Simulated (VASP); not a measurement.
# ZnS (F-43m) in VASP: notebook

Runs on ZnS. Level: PBE. Tasks: relaxation of cell and atoms.

All numbers are computed with VASP 6.6.1; they aren't measurements. Logs are shortened: lines on timing, memory, paths and dates and some standing lists are left out, and cuts for length are marked.

### 1 The crystal as given

The structure is cubic, space group F-43m (No. 216). The conventional cell has a = 5.404 Å, b = 5.404 Å, c = 5.404 Å, α = 90.00°, β = 90.00°, γ = 90.00°. Around Zn (site symmetry -43m) lie 4 S at 2.34 Å. Around S (site symmetry -43m) lie 4 Zn at 2.34 Å.

### 2 Relaxation of cell and atoms, PBE

Input file INCAR:

```
PREC = Accurate
ENCUT = 520
EDIFF = 1E-7
ISMEAR = 0
SIGMA = 0.02
LREAL = False
LASPH = True
NELM = 80
ALGO = Normal
ISIF = 3
LWAVE = False
LCHARG = False
GGA = PE
IBRION = 2
NSW = 80
EDIFFG = -0.15
```

Input file KPOINTS:

```
Automatic mesh
0
Gamma
  10 10 10
```

Input file POSCAR:

```
ZnS
1.0
    0.0000000000      2.7020000000      2.7020000000
    2.7020000000      0.0000000000      2.7020000000
    2.7020000000      2.7020000000      0.0000000000
Zn S
1 1
Direct
    0.2500000000      0.2500000000      0.2500000000
    0.0000000000      0.0000000000      0.0000000000
```

Potentials or basis: VASP PAW PBE potentials, release 64 (Zn, S).

Run with:

```bash
$ cat potpaw_PBE.64/Zn/POTCAR potpaw_PBE.64/S/POTCAR > POTCAR
$ mpirun -np 1 vasp_std > vasp.out
```

OUTCAR:

```text
PREC = Accurate
   ENCUT = 520
   EDIFF = 1E-7
   ISMEAR = 0
   LREAL = False
   LASPH = True
   NELM = 80
   ISIF = 3
   GGA = PE
   IBRION = 2
   NSW = 80
   EDIFFG = -0.15

 ion  position               nearest neighbor table
   1  0.250  0.250  0.250-   2 2.34   2 2.34   2 2.34   2 2.34
   2  0.000  0.000  0.000-   1 2.34   1 2.34   1 2.34   1 2.34

  LATTYP: Found a face centered cubic cell.
 ALAT       =     5.4040000000

  Lattice vectors:

 A1 = (   0.0000000000,   2.7020000000,   2.7020000000)
 A2 = (   2.7020000000,   0.0000000000,   2.7020000000)
 A3 = (   2.7020000000,   2.7020000000,   0.0000000000)

Analysis of symmetry for initial positions (statically):
=====================================================================
 Subroutine PRICEL returns:
 Original cell was already a primitive cell.

 Routine SETGRP: Setting up the symmetry group for a
 face centered cubic supercell.

 Subroutine GETGRP returns: Found 24 space group operations
 (whereof 24 operations were pure point group operations)
 out of a pool of 48 trial point group operations.

The static configuration has the point symmetry T_d .

Analysis of symmetry for dynamics (positions and initial velocities):
=====================================================================
 Subroutine PRICEL returns:
 Original cell was already a primitive cell.

 Routine SETGRP: Setting up the symmetry group for a
 face centered cubic supercell.

 Subroutine GETGRP returns: Found 24 space group operations
 (whereof 24 operations were pure point group operations)
 out of a pool of 48 trial point group operations.

The dynamic configuration has the point symmetry T_d .

 Subroutine INISYM returns: Found 24 space group operations
 (whereof 24 operations are pure point group operations),
 and found     1 'primitive' translations

----------------------------------------------------------------------------------------

                                     Primitive cell

  volume of cell :      39.4535

  direct lattice vectors                    reciprocal lattice vectors
     0.000000000  2.702000000  2.702000000    -0.185048113  0.185048113  0.185048113
     2.702000000  0.000000000  2.702000000     0.185048113 -0.185048113  0.185048113
     2.702000000  2.702000000  0.000000000     0.185048113  0.185048113 -0.185048113

  length of vectors
     3.821205046  3.821205046  3.821205046     0.320512733  0.320512733  0.320512733

  position of ions in fractional coordinates (direct lattice)
     0.250000000  0.250000000  0.250000000
     0.000000000  0.000000000  0.000000000

  ion indices of the primitive-cell ions
   primitive index   ion index
                 1           1
                 2           2

----------------------------------------------------------------------------------------

 KPOINTS: Automatic mesh

Automatic generation of k-mesh.
 Grid dimensions read from file:
 generate k-points for:   10   10   10

 Generating k-lattice:

  Cartesian coordinates                     Fractional coordinates (reciprocal lattice)
    -0.018504811  0.018504811  0.018504811     0.100000000  0.000000000  0.000000000
     0.018504811 -0.018504811  0.018504811     0.000000000  0.100000000  0.000000000
     0.018504811  0.018504811 -0.018504811     0.000000000  0.000000000  0.100000000

  Length of vectors
     0.032051273  0.032051273  0.032051273

  Shift w.r.t. Gamma in fractional coordinates (k-lattice)
     0.000000000  0.000000000  0.000000000

 Subroutine IBZKPT returns following result:
[... 54 lines left out ...]
   NFREE  =      1    steps in history (QN), initial steepest desc. (CG)
   ISIF   =      3    stress and relaxation
   ISYM   =      2    0-nonsym 1-usesym 2-fastsym
   POTIM  = 0.5000    time-step for ionic-motion
   TEBEG  =    0.0;   TEEND  =   0.0 temperature during run
   PSTRESS=    0.0 pullay stress
   NELECT =      18.0000    total number of electrons
   NUPDOWN=      -1.0000    fix difference up-down
   EMIN   =  10.00;   EMAX   =-10.00  energy-range for DOS
   EFERMI =   0.00;   METHOD = LEGACY
   ISMEAR =     0;   SIGMA  =   0.02  broadening in eV -4-tet -1-fermi 0-gaus
   EFERMI_NEDOS =   21; number of points for ismear=-14 and -15
   IALGO  =     38    algorithm
   IMIX   =      4    mixing-type and parameters
     AMIX     =   0.40;   BMIX     =  1.00
     AMIX_MAG =   1.60;   BMIX_MAG =  1.00
  volume/ion in A,a.u.               =      19.73       133.12
  Fermi-wavevector in a.u.,A,eV,Ry     =   1.260290  2.381602 21.610537  1.588330
  Thomas-Fermi vector in A             =   2.393807
   LORBIT       =      0    0 simple, 1 ext, 2 COOP (PROOUT), +10 PAW based schemes
   GGA     = PE    functional components
   LHFCALC =     F    Hartree Fock is set to
   AEXX    =    0.0000 exact exchange contribution
   IVDW    =     0    specifies the selected vdW correction
   LEPSILON=     F    determine dielectric tensor
   LRPA    =     F    only Hartree local field effects (RPA)
 conjugate gradient relaxation of ions
 non-spin polarized calculation
 Gauss-broadening in eV      SIGMA  =   0.02
  energy-cutoff  :      520.00
  volume of cell :       39.45
 maximum number of plane-waves:      1073
   NGX = 15   NGY = 15   NGZ = 15

--------------------------------------- Ionic step        1  -------------------------------------------

 number of electron      18.0000000 magnetization

 Free energy of the ion-electron system (eV)
  ---------------------------------------------------
  ext. energy  EPLUGINS =         0.00000000
  ---------------------------------------------------
  free energy    TOTEN  =        -6.84732053 eV

  energy without entropy =       -6.84732053  energy(sigma->0) =       -6.84732053

------------------------ aborting loop because EDIFF is reached ----------------------------------------

  FORCE on cell =-STRESS in cart. coord.  units (eV):
  Direction    XX          YY          ZZ          XY          YZ          ZX
  --------------------------------------------------------------------------------------
  -------------------------------------------------------------------------------------
  Total        0.4332250      0.4332250      0.4332250      0.0000000      0.0000000      0.0000000
  in kB       17.5929273     17.5929273     17.5929273      0.0000000      0.0000000      0.0000000
  external PRESSURE =      17.5929273 kB  Pullay stress =       0.0000000 kB

 VOLUME and BASIS-vectors are now :
 -----------------------------------------------------------------------------
  energy-cutoff  :      520.00
  volume of cell :       39.45
      direct lattice vectors                 reciprocal lattice vectors
     0.000000000  2.702000000  2.702000000    -0.185048113  0.185048113  0.185048113
     2.702000000  0.000000000  2.702000000     0.185048113 -0.185048113  0.185048113
     2.702000000  2.702000000  0.000000000     0.185048113  0.185048113 -0.185048113

 POSITION                                       TOTAL-FORCE (eV/Angst)
 -----------------------------------------------------------------------------------
      1.35100      1.35100      1.35100        -0.000000     -0.000000      0.000000
      0.00000      0.00000      0.00000         0.000000      0.000000     -0.000000
 -----------------------------------------------------------------------------------
    total drift:                               -0.000001     -0.000001     -0.000001

  FREE ENERGIE OF THE ION-ELECTRON SYSTEM (eV)
  ---------------------------------------------------
  free  energy   TOTEN  =        -6.8473205346 eV

  energy  without entropy=       -6.8473205346  energy(sigma->0) =       -6.84732053

--------------------------------------- Ionic step        2  -------------------------------------------

 number of electron      17.9999986 magnetization

 Free energy of the ion-electron system (eV)
  ---------------------------------------------------
  ext. energy  EPLUGINS =         0.00000000
  ---------------------------------------------------
  free energy    TOTEN  =        -6.85195556 eV

  energy without entropy =       -6.85195556  energy(sigma->0) =       -6.85195556

 E-fermi :   1.9654     XC(G=0):  -9.4841

 val. band max:        1.8209685263   @ k =   0.0000   0.0000   0.0000
 cond. band min:       3.7999163401   @ k =   0.0000   0.0000   0.0000
 fundamental gap:      1.9789478138
 Fermi energy:         1.9654154752

 k-point     1 :       0.0000    0.0000    0.0000
  band No.  band energies     occupation
      1     -11.1070      2.00000
      2      -4.3988      2.00000
      3      -4.3988      2.00000
      4      -4.3988      2.00000
      5      -3.9368      2.00000
      6      -3.9368      2.00000
      7       1.8210      2.00000
      8       1.8210      2.00000
      9       1.8210      2.00000
     10       3.7999      0.00000
     11       8.2367      0.00000
     12       8.2367      0.00000
     13       8.2367      0.00000
[... 354 lines left out ...]
  band No.  band energies     occupation
      1     -10.2050      2.00000
      2      -4.3938      2.00000
      3      -4.1699      2.00000
      4      -4.1600      2.00000
      5      -3.9096      2.00000
      6      -3.8845      2.00000
      7      -1.8471      2.00000
      8      -0.0629      2.00000
      9       0.1374      2.00000
     10       5.9286      0.00000
     11       6.4758      0.00000
     12      10.5119      0.00000
     13      11.4564      0.00000

 [... further k-points ...]
[... 5 lines left out ...]
  --------------------------------------------------------------------------------------
  -------------------------------------------------------------------------------------
  Total       -0.1252444     -0.1252444     -0.1252444      0.0000000      0.0000000      0.0000000
  in kB       -4.9299052     -4.9299052     -4.9299052      0.0000000      0.0000000      0.0000000
  external PRESSURE =      -4.9299052 kB  Pullay stress =       0.0000000 kB

 VOLUME and BASIS-vectors are now :
 -----------------------------------------------------------------------------
  energy-cutoff  :      520.00
  volume of cell :       40.70
      direct lattice vectors                 reciprocal lattice vectors
    -0.000000000  2.730235800  2.730235800    -0.183134365  0.183134365  0.183134365
     2.730235800  0.000000000  2.730235800     0.183134365 -0.183134365  0.183134365
     2.730235800  2.730235800  0.000000000     0.183134365  0.183134365 -0.183134365

 POSITION                                       TOTAL-FORCE (eV/Angst)
 -----------------------------------------------------------------------------------
      1.36512      1.36512      1.36512         0.000000      0.000000      0.000000
     -0.00000      2.73024      2.73024        -0.000000     -0.000000     -0.000000
 -----------------------------------------------------------------------------------
    total drift:                                0.000000      0.000000     -0.000000

  FREE ENERGIE OF THE ION-ELECTRON SYSTEM (eV)
  ---------------------------------------------------
  free  energy   TOTEN  =        -6.8519555593 eV

  energy  without entropy=       -6.8519555593  energy(sigma->0) =       -6.85195556

 reached required accuracy - stopping structural energy minimisation
```

Run time: 32 s. Hardware: 1 thread of Intel Xeon Platinum 8259CL at 2.50GHz (Skylake/Cascade Lake), shared host; peak memory 0.17 GiB.

Results:

```
Free energy                            : -6.8520 eV
Relaxed volume                         : 20.35 Å³/atom
Relaxed cell                           : a = 3.861 Å, b = 3.861 Å, c = 3.861 Å, α = 60.00°, β = 60.00°, γ = 60.00°
Space group after relaxing (to 0.05 Å) : F-43m (No. 216)
Energy gained by relaxing              : 2.3 meV/atom
Ionic steps                            : 2
Pressure after relaxing                : -0.5 GPa
Band gap on the k mesh                 : 1.98 eV, direct
```

Step by step:
| step | energy change (eV) | largest force (eV/Å) | pressure (GPa) | volume (Å³) |
| --- | --- | --- | --- | --- |
| 1 | 0.0000 | 0.0000 | 1.76 | 39.45 |
| 2 | -0.0046 | 0.0000 | -0.49 | 40.70 |

Final structure:
```
CELL_PARAMETERS angstrom
0.00000 2.73024 2.73024
2.73024 0.00000 2.73024
2.73024 2.73024 0.00000
ATOMIC_POSITIONS crystal
Zn 0.25000 0.25000 0.25000
S 0.00000 0.00000 0.00000
```

Caveat: the relaxation stopped at a loose force limit of 0.15 eV/Å, so its end isn't a converged minimum. PBE gaps usually lie below the measured ones, often by a third to a half.

### 3 Relaxation of cell and atoms, PBE

This run uses another cell than the first one, of 20.35 Å³/atom, 1.032 times its volume.

INCAR is that of step 2.

KPOINTS is that of step 2.

Input file POSCAR:

```
ZnS                                     
1.0
   -0.0000000000      2.7302358000      2.7302358000
    2.7302358000      0.0000000000      2.7302358000
    2.7302358000      2.7302358000      0.0000000000
  Zn              S             
     1     1
Direct
     0.2500000000000000    0.2500000000000000    0.2500000000000000
     1.0000000000000000    0.0000000000000000    0.0000000000000000
```

Potentials or basis: VASP PAW PBE potentials, release 64 (Zn, S).

Run with:

```bash
$ cat potpaw_PBE.64/Zn/POTCAR potpaw_PBE.64/S/POTCAR > POTCAR
$ mpirun -np 1 vasp_std > vasp.out
```

Wall time 24 s (1 thread of Intel Xeon Platinum 8259CL at 2.50GHz (Skylake/Cascade Lake), shared host); peak memory 0.18 GiB.

The run converged. Its results:

| Property | Result |
| --- | --- |
| Free energy | -6.8523 eV |
| Pressure after relaxing | -0.5 GPa |
| Band gap on the k mesh | 1.98 eV, direct |

Final structure:
```
Zn S
1.0
     0.00000    2.73024    2.73024
     2.73024    0.00000    2.73024
     2.73024    2.73024    0.00000
Zn S
1 1
Cartesian
  1.3651 1.3651 1.3651
  0.0000 0.0000 0.0000
```

Levels at points of the mesh, in eV from the valence-band top:
```tsv
k point	band 7	band 8	band 9	band 10	band 11	band 12
(0.00, 0.00, 0.00)	0.00	0.00	0.00	1.98	6.42	6.42
(0.50, 0.00, 0.00)	-5.09	-0.82	-0.82	3.25	6.94	6.94
(0.50, 0.50, 0.00)	-4.44	-2.11	-2.11	3.48	4.07	10.76
```

Caveat: the relaxation stopped at its first step, so nothing moved; the relaxation stopped at a loose force limit of 0.15 eV/Å, so its end isn't a converged minimum.
